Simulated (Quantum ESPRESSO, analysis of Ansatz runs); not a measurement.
# A hop of O in Al2O3 (R-3c), charge 0 (Quantum ESPRESSO), part 2 of 3

Wanted: path and barrier of a jump of O in Al2O3 (R-3c) at charge 0. The case: V_O hop (2.6 Å), in a cell of 80 host atoms with 1 O taken out.

Quantum ESPRESSO 7.5; Quantum ESPRESSO plane-wave DFT, PBEsol, GBRV 1.5 PBEsol potentials; nudged elastic band between two relaxed defect structures.

So far: Set-up; Relaxation of the start point, charge 0.

## Step 3: Relaxation of the end point, charge 0

Level of this step: Quantum ESPRESSO plane-wave DFT, PBEsol, GBRV 1.5 PBEsol potentials; relaxation of all atoms of a defect supercell (Quantum ESPRESSO).

The end point is relaxed in the same cell and settings, so that the two energies compare. Atoms more than 3.2 Å from the middle of the hop start where the first relaxation left them, the nearer ones on or close to their ideal places, with small random displacements.

The input, pw.in:

```
&CONTROL
  calculation = 'relax'
  prefix = 'pwscf'
  outdir = './tmp'
  pseudo_dir = './pseudo'
  tprnfor = .true.
  disk_io = 'low'
  nstep = 70
  forc_conv_thr = 0.0012
  etot_conv_thr = 0.0001
/
&SYSTEM
  ibrav = 0
  nat = 79
  ntyp = 2
  ecutwfc = 36
  ecutrho = 288
  nbnd = 193
  occupations = 'fixed'
  nosym = .true.
/
&ELECTRONS
  conv_thr = 8d-08
  electron_maxstep = 100
  mixing_beta = 0.5
/
&IONS
  ion_dynamics = 'bfgs'
/
ATOMIC_SPECIES
Al    26.9815 al_pbesol_v1.uspp.F.UPF
O     15.9990 o_pbesol_v1.2.uspp.F.UPF
CELL_PARAMETERS angstrom
   4.7750098535    2.7568532772    8.6755440955
  -4.7750098535    2.7568532772    8.6755440955
   0.0000000000   -5.5137065544    8.6755440955
ATOMIC_POSITIONS crystal
Al     0.3239278299    0.3248705064    0.3244542170
Al     0.4259733911    0.4270710336    0.4249870479
[... 4 atom lines left out ...]
O      0.0277631419    0.3761689413    0.2211907468
[... 8 atom lines left out ...]
O      0.4721281340    0.1255123090    0.7784718521
[... 24 atom lines left out ...]
Al     0.8241765743    0.3245478700    0.3227086603
Al     0.9269774140    0.4264569004    0.4250422522
[... 3 atom lines left out ...]
O      0.9715206267    0.1252227381    0.2789891806
[... 5 atom lines left out ...]
Al     0.5731585351    0.0737408281    0.5738895459
Al     0.6753804152    0.1772030851    0.6754233795
[... 2 atom lines left out ...]
O      0.5282021634    0.3759836773    0.7210314487
O      0.6241183967    0.2786615972    0.4727571696
[... 6 atom lines left out ...]
O      0.7216837521    0.5269503382    0.3758866150
[... 7 atom lines left out ...]
Al     0.5742483563    0.5747680052    0.5727566139
[... 6 atom lines left out ...]
O      0.7773467125    0.9727575148    0.6241679416
K_POINTS gamma
```

Started as:

```bash
OMP_NUM_THREADS=1 mpirun -n 8 pw.x -in pw.in > pw.out
```

The program printed:

```text
[shortened: banners, details of potentials and solvers, and blank lines are left out]
[banner, memory and clock lines left out]
     gamma-point specific algorithms are used
     one sub-group per band group will be used
     bravais-lattice index     =            0
     lattice parameter (alat)  =      19.4252  a.u.
     unit-cell volume          =    4624.1562 (a.u.)^3
     number of atoms/cell      =           79
     number of atomic types    =            2
     number of electrons       =       378.00
     number of Kohn-Sham states=          193
     kinetic-energy cutoff     =      36.0000  Ry
     charge density cutoff     =     288.0000  Ry
     scf convergence threshold =      8.0E-08
     mixing beta               =       0.5000
     number of iterations used =            8  plain     mixing
     energy convergence thresh.=      1.0E-04
     force convergence thresh. =      1.2E-03
     Exchange-correlation= SLA  PW   PSX  PSC
                           (   1   4  10   8   0   0   0)
     nstep                     =           70
     crystal axes: (cart. coord. in units of alat)
               a(1) = (   0.464522   0.268192   0.843974 )
               a(2) = (  -0.464522   0.268192   0.843974 )
               a(3) = (   0.000000  -0.536384   0.843974 )
     PseudoPot. # 1 for Al read from file:
     al_pbesol_v1.uspp.F.UPF
     Pseudo is Ultrasoft + core correction, Zval =  3.0
[...]
PseudoPot. # 2 for O  read from file:
     o_pbesol_v1.2.uspp.F.UPF
     Pseudo is Ultrasoft + core correction, Zval =  6.0
[...]
atomic species   valence    mass     pseudopotential
     Al                3.00    26.98150     Al( 1.00)
     O                 6.00    15.99900     O ( 1.00)
     No symmetry found
     site n.     atom                  positions (alat units)
         1        Al     tau(   1) = (  -0.0004379  -0.0000295   0.8213998  )
         2        Al     tau(   2) = (  -0.0005099   0.0008234   1.0786253  )
         3        Al     tau(   3) = (  -0.0000903  -0.0000066   0.1871880  )
         4        Al     tau(   4) = (  -0.0020039  -0.0015564   0.4456788  )
         5        O      tau(   5) = (   0.0892700  -0.1349326   0.5273289  )
         6        O      tau(   6) = (   0.1608872   0.0110201   0.7385867  )
         7        O      tau(   7) = (  -0.1618423  -0.0103118   0.5275874  )
         8        O      tau(   8) = (   0.0708674   0.1451839   0.5271421  )
[...]
number of k points=     1
                       cart. coord. in units 2pi/alat
        k(    1) = (   0.0000000   0.0000000   0.0000000), wk =   2.0000000
     Dense  grid:   190929 G-vectors     FFT dimensions: ( 108, 108, 108)
     Smooth grid:    67502 G-vectors     FFT dimensions: (  75,  75,  75)
     starting charge     377.9246, renormalised to     378.0000
     Self-consistent Calculation
     iteration #  1     ecut=    36.00 Ry     beta= 0.50
     total energy              =   -1734.12573076 Ry
     estimated scf accuracy    <      14.99812533 Ry
     iteration #  2     ecut=    36.00 Ry     beta= 0.50
     total energy              =   -1738.52756996 Ry
     estimated scf accuracy    <       1.45059407 Ry
     iteration #  3     ecut=    36.00 Ry     beta= 0.50
     total energy              =   -1738.59439549 Ry
     estimated scf accuracy    <       0.15038323 Ry
[...]
estimated scf accuracy    <       0.00006633 Ry
     iteration #  8     ecut=    36.00 Ry     beta= 0.50
     total energy              =   -1738.63465787 Ry
     estimated scf accuracy    <       0.00000339 Ry
     iteration #  9     ecut=    36.00 Ry     beta= 0.50
     total energy              =   -1738.63465909 Ry
     estimated scf accuracy    <       0.00000017 Ry
     iteration # 10     ecut=    36.00 Ry     beta= 0.50
     End of self-consistent calculation
          k = 0.0000 0.0000 0.0000 (  8449 PWs)   bands (ev):
   -11.7473 -10.7682 -10.7519 -10.6642 -10.6531 -10.6314 -10.6076 -10.5972
   -10.5809 -10.5635 -10.5451 -10.3808  -9.9315  -9.9077  -9.8484  -9.7064
    -9.6711  -9.6579  -9.5224  -9.5044  -9.4617  -9.4038  -9.2861  -9.2318
    -9.2135  -9.1634  -9.1443  -9.1254  -9.1170  -9.1061  -9.0872  -9.0695
    -9.0410  -9.0185  -9.0025  -8.9867  -8.9767  -8.9695  -8.9561  -8.9486
    -8.9454  -8.9269  -8.7846  -8.7606  -8.7136  -8.7004  -8.6684   0.4625
     0.8587   0.8848   0.8921   0.9232   0.9433   1.0188   1.1430   1.2503
     1.2596   1.4515   1.5660   1.6438   1.7032   1.7505   1.7709   1.8259
[...]
15.2149
     highest occupied, lowest unoccupied level (ev):    10.1133   13.6941
!    total energy              =   -1738.63465908 Ry
     estimated scf accuracy    <       0.00000004 Ry
     The total energy is the sum of the following terms:
     one-electron contribution =    -324.48538984 Ry
     hartree contribution      =     435.61681990 Ry
     xc contribution           =    -486.02018432 Ry
     ewald contribution        =   -1363.74590482 Ry
     convergence has been achieved in  10 iterations
     Forces acting on atoms (cartesian axes, Ry/au):
     atom    1 type  1   force =     0.01236970    0.00118702   -0.00910089
     atom    2 type  1   force =     0.00999949   -0.00621760    0.00520854
     atom    3 type  1   force =     0.00189005    0.00543771   -0.00293479
     atom    4 type  1   force =     0.01699228    0.00869871    0.00246576
     atom    5 type  2   force =     0.00645635    0.00898224   -0.00274609
     atom    6 type  2   force =    -0.00019609   -0.00068938   -0.00178835
     atom    7 type  2   force =     0.00004329   -0.00894936   -0.00514617
     atom    8 type  2   force =    -0.00309449   -0.00686937    0.00075476
[...]
Total force =     0.090826     Total SCF correction =     0.000122
     BFGS Geometry Optimization
     Energy error            =      8.2E-03 Ry
     Gradient error          =      3.5E-02 Ry/Bohr
     number of scf cycles    =   1
     number of bfgs steps    =   0
     energy             new  =   -1738.6346590798 Ry
     new trust radius        =       0.0373248492 bohr
     new conv_thr            =       0.0000000800 Ry
ATOMIC_POSITIONS (crystal)
Al               0.3244661829        0.3240380215        0.3241932271
Al               0.4264344636        0.4264239405        0.4254907710
Al               0.0740489832        0.0740338633        0.0735317589
Al               0.1741697980        0.1766004799        0.1774519013
O                0.2210962338        0.0282047842        0.3753480630
O                0.4716639649        0.1253358974        0.2780208448
[...]
convergence has been achieved in   6 iterations
     Forces acting on atoms (cartesian axes, Ry/au):
[...]
Total force =     0.022619     Total SCF correction =     0.000127
[...]
number of scf cycles    =   4
     number of bfgs steps    =   3
     energy             old  =   -1738.6429053396 Ry
     energy             new  =   -1738.6439377301 Ry
     CASE: energy            _new < energy            _old
     new trust radius        =       0.0364038113 bohr
[...]
ATOMIC_POSITIONS (crystal)
[...]
Self-consistent Calculation
[...]
k = 0.0000 0.0000 0.0000 (  8449 PWs)   bands (ev):
[...]
highest occupied, lowest unoccupied level (ev):     9.6887   13.6910
!    total energy              =   -1738.64466261 Ry
[...]
convergence has been achieved in   7 iterations
     Forces acting on atoms (cartesian axes, Ry/au):
[...]
Total force =     0.016562     Total SCF correction =     0.000041
[...]
number of scf cycles    =   5
     number of bfgs steps    =   4
     energy             old  =   -1738.6439377301 Ry
     energy             new  =   -1738.6446626097 Ry
     CASE: energy            _new < energy            _old
     new trust radius        =       0.0222195654 bohr
[...]
ATOMIC_POSITIONS (crystal)
[...]
Self-consistent Calculation
[...]
k = 0.0000 0.0000 0.0000 (  8449 PWs)   bands (ev):
[...]
highest occupied, lowest unoccupied level (ev):     9.6772   13.6889
!    total energy              =   -1738.64503376 Ry
[...]
convergence has been achieved in   6 iterations
     Forces acting on atoms (cartesian axes, Ry/au):
[...]
Total force =     0.012228     Total SCF correction =     0.000118
[...]
number of scf cycles    =   6
     number of bfgs steps    =   5
     energy             old  =   -1738.6446626097 Ry
     energy             new  =   -1738.6450337556 Ry
     CASE: energy            _new < energy            _old
     new trust radius        =       0.0124648187 bohr
[...]
ATOMIC_POSITIONS (crystal)
[...]
Self-consistent Calculation
[...]
k = 0.0000 0.0000 0.0000 (  8449 PWs)   bands (ev):
[...]
highest occupied, lowest unoccupied level (ev):     9.6776   13.6877
!    total energy              =   -1738.64523935 Ry
[...]
convergence has been achieved in   6 iterations
     Forces acting on atoms (cartesian axes, Ry/au):
[...]
Total force =     0.008713     Total SCF correction =     0.000054
[...]
number of scf cycles    =   7
     number of bfgs steps    =   6
     energy             old  =   -1738.6450337556 Ry
     energy             new  =   -1738.6452393506 Ry
     CASE: energy            _new < energy            _old
     new trust radius        =       0.0065264805 bohr
[...]
ATOMIC_POSITIONS (crystal)
[...]
Self-consistent Calculation
[...]
k = 0.0000 0.0000 0.0000 (  8449 PWs)   bands (ev):
[...]
highest occupied, lowest unoccupied level (ev):     9.6792   13.6874
!    total energy              =   -1738.64533584 Ry
[...]
convergence has been achieved in   6 iterations
     Forces acting on atoms (cartesian axes, Ry/au):
[...]
Total force =     0.006259     Total SCF correction =     0.000044
[...]
number of scf cycles    =   8
     number of bfgs steps    =   7
     energy             old  =   -1738.6452393506 Ry
     energy             new  =   -1738.6453358376 Ry
     CASE: energy            _new < energy            _old
     new trust radius        =       0.0036335944 bohr
[...]
ATOMIC_POSITIONS (crystal)
[...]
Self-consistent Calculation
     iteration #  1     ecut=    36.00 Ry     beta= 0.50
     total energy              =   -1738.64538731 Ry
     estimated scf accuracy    <       0.00002259 Ry
     iteration #  2     ecut=    36.00 Ry     beta= 0.50
     total energy              =   -1738.64538891 Ry
     estimated scf accuracy    <       0.00000239 Ry
     iteration #  3     ecut=    36.00 Ry     beta= 0.50
     total energy              =   -1738.64538926 Ry
     estimated scf accuracy    <       0.00000027 Ry
     iteration #  4     ecut=    36.00 Ry     beta= 0.50
     total energy              =   -1738.64538931 Ry
     estimated scf accuracy    <       0.00000004 Ry
     iteration #  5     ecut=    36.00 Ry     beta= 0.50
     total energy              =   -1738.64538931 Ry
     estimated scf accuracy    <          4.0E-09 Ry
     iteration #  6     ecut=    36.00 Ry     beta= 0.50
     End of self-consistent calculation
          k = 0.0000 0.0000 0.0000 (  8449 PWs)   bands (ev):
   -11.7245 -10.7479 -10.7225 -10.6099 -10.6076 -10.5945 -10.5934 -10.5853
   -10.5765 -10.5647 -10.5366 -10.3750  -9.9148  -9.8938  -9.8405  -9.6699
    -9.6613  -9.6365  -9.5057  -9.4927  -9.4379  -9.3620  -9.2312  -9.2119
    -9.1771  -9.1285  -9.1164  -9.1125  -9.1043  -9.1016  -9.0944  -9.0558
    -9.0308  -8.9834  -8.9815  -8.9682  -8.9608  -8.9575  -8.9524  -8.9447
    -8.9378  -8.9277  -8.7710  -8.7381  -8.7040  -8.7002  -8.6837   0.4863
     0.9003   0.9119   0.9162   0.9412   0.9627   1.0241   1.1470   1.2669
     1.2706   1.4773   1.5618   1.6729   1.7190   1.7748   1.7785   1.8491
[...]
14.9938
     highest occupied, lowest unoccupied level (ev):     9.6780   13.6874
!    total energy              =   -1738.64538931 Ry
     estimated scf accuracy    <          2.6E-10 Ry
     The total energy is the sum of the following terms:
     one-electron contribution =    -322.27546703 Ry
     hartree contribution      =     434.65695965 Ry
     xc contribution           =    -485.95866391 Ry
     ewald contribution        =   -1365.06821801 Ry
     convergence has been achieved in   6 iterations
     Forces acting on atoms (cartesian axes, Ry/au):
     atom    1 type  1   force =     0.00015164   -0.00001035    0.00026201
     atom    2 type  1   force =     0.00025595    0.00021397   -0.00000250
     atom    3 type  1   force =     0.00020803    0.00027435    0.00014499
     atom    4 type  1   force =     0.00057639    0.00051032    0.00020872
     atom    5 type  2   force =     0.00026547    0.00010509   -0.00039568
     atom    6 type  2   force =    -0.00038945   -0.00005700   -0.00020408
     atom    7 type  2   force =    -0.00012338    0.00033709   -0.00065678
     atom    8 type  2   force =     0.00054919   -0.00006453    0.00016345
[...]
Total force =     0.004551     Total SCF correction =     0.000034
     Energy error            =      5.3E-05 Ry
     Gradient error          =      9.8E-04 Ry/Bohr
     bfgs converged in   9 scf cycles and   8 bfgs steps
     (criteria: energy <  1.0E-04 Ry, force <  1.2E-03 Ry/Bohr)
     End of BFGS Geometry Optimization
     Final energy             =   -1738.6453893112 Ry
Begin final coordinates
ATOMIC_POSITIONS (crystal)
Al               0.3243257905        0.3239156654        0.3236775763
Al               0.4254615250        0.4263402675        0.4261679158
Al               0.0741705589        0.0738927692        0.0734199106
Al               0.1761524528        0.1755768171        0.1761776023
O                0.2206230942        0.0287333625        0.3753404329
O                0.4717136802        0.1248581310        0.2783637322
O                0.0268105263        0.3736948503        0.2245355498
O                0.3749675914        0.2218040656        0.0282134271
[...]
End final coordinates
```

The job ended after 89 s (8 MPI ranks of Arm Neoverse V1, shared host; peak memory 1.3 GiB).

The steps of the relaxation:

```
step  energy less that of the first step (eV)
   0                                   0.0000
   1                                  -0.0774
   2                                  -0.1122
   3                                  -0.1262
   4                                  -0.1361
   5                                  -0.1412
   6                                  -0.1440
   7                                  -0.1453
   8                                  -0.1460
```

The atoms that moved most (Å):

```
atom      dx      dy      dz  length
Al13  -0.090   0.000  -0.056   0.106
Al53   0.051   0.064   0.053   0.097
  O7   0.007  -0.028  -0.001   0.029
 Al4   0.023   0.014  -0.001   0.027
Al52   0.001  -0.001   0.024   0.024
Al11   0.017   0.013  -0.005   0.022
Al33  -0.014  -0.016   0.002   0.021
Al22  -0.014  -0.016   0.002   0.021
```

Neighbours of O57 at the end:

```
atom  distance (Å)
Al41         1.854
 Al2         1.871
Al52         1.969
Al53         1.985
 O16         2.531
 O79         2.534
 O18         2.629
 O64         2.718
 O45         2.726
 O47         2.733
 O56         2.733
```

Read from the output:

```yaml
highest_filled_level: 9.678 eV
lowest_empty_level: 13.69 eV
r_m_s_move_of_the_farther_half_of_the_atoms: 0.005769 Å
largest_move_from_the_ideal_geometry_of_this_structure_a_common_shift_of_the_far_atoms_taken_out: 0.09756 Å
```

The relaxation gained 0.146 eV and ended with a largest force component of 0.025 eV/Å. The end lies within 1 meV of the start.

(Part 2 of 3 ends here.)

[Logs are printed without paths, hosts, clocks, repeated set-up lines and the standing remarks that a program may print on its own settings, such as how far it seeks lower states.]

[Hosts, paths, dates, database ids (printed as entryN), source tags and the programs' standing remarks are cut or masked in the printed files.]
